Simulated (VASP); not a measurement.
Write the native input for VASP 6.6.1 that does the following.

| Quantity | Value |
| --- | --- |
| Task | band structure |
| Functional | PBE |
| Potentials or basis | VASP PAW PBE potentials, release 64 (Sn_d) |
| Cutoff | 520 eV |
| k mesh | 8 × 8 × 8 |
| Occupations | gaussian, width 0.02 eV |
| Spin | no spin polarisation |
| Further INCAR settings | ALGO = Normal; EDIFF = 1e-07; NBANDS = 21 |

The structure of Sn lies in POSCAR:

```
Sn
1.0
    0.0000000000      3.2333428000      3.2333428000
    3.2333428000      0.0000000000      3.2333428000
    3.2333428000      3.2333428000      0.0000000000
Sn
2
Direct
    0.0000000000      0.0000000000      0.0000000000
    0.2500000000      0.2500000000      0.2500000000
```

This isn't the form of Sn at room conditions, which is tetragonal (white tin).

The input as run:

INCAR

```
  PREC = Accurate
  ENCUT = 520
  EDIFF = 1E-7
  ISMEAR = 0
  SIGMA = 0.02
  LREAL = False
  LASPH = True
  NELM = 80
  ALGO = Normal
  ISIF = 2
  LWAVE = False
  LCHARG = False
  GGA = PE
  NBANDS = 21
```

KPOINTS

```
regular mesh
0
Gamma
  8 8 8
```

KPOINTS_OPT

```
path GXWKGLUWLK,UX
20
line-mode
reciprocal
 0.0000000000  0.0000000000  0.0000000000  G
 0.5000000000  0.0000000000  0.5000000000  X

 0.5000000000  0.0000000000  0.5000000000  X
 0.5000000000  0.2500000000  0.7500000000  W

 0.5000000000  0.2500000000  0.7500000000  W
 0.3750000000  0.3750000000  0.7500000000  K

 0.3750000000  0.3750000000  0.7500000000  K
 0.0000000000  0.0000000000  0.0000000000  G

 0.0000000000  0.0000000000  0.0000000000  G
 0.5000000000  0.5000000000  0.5000000000  L

 0.5000000000  0.5000000000  0.5000000000  L
 0.6250000000  0.2500000000  0.6250000000  U

 0.6250000000  0.2500000000  0.6250000000  U
 0.5000000000  0.2500000000  0.7500000000  W

 0.5000000000  0.2500000000  0.7500000000  W
 0.5000000000  0.5000000000  0.5000000000  L

 0.5000000000  0.5000000000  0.5000000000  L
 0.3750000000  0.3750000000  0.7500000000  K

 0.6250000000  0.2500000000  0.6250000000  U
 0.5000000000  0.0000000000  0.5000000000  X
```

Potentials or basis: VASP PAW PBE potentials, release 64 (Sn_d).

The run is started by

```sh
$ cat potpaw_PBE.64/Sn_d/POTCAR > POTCAR
$ mpirun -np 1 vasp_std > vasp.out
```

Results of the run:

- Pressure: 3.7 GPa
- Band gap along the path: none (metal or under the smearing width)

Caveat: spin-orbit coupling is left out, which moves the levels of the heavy elements.

Wall time 4.3 min on 1 thread of AMD EPYC 7R13 Processor (Zen 3), with other jobs on the host, peak memory 0.2 GiB.
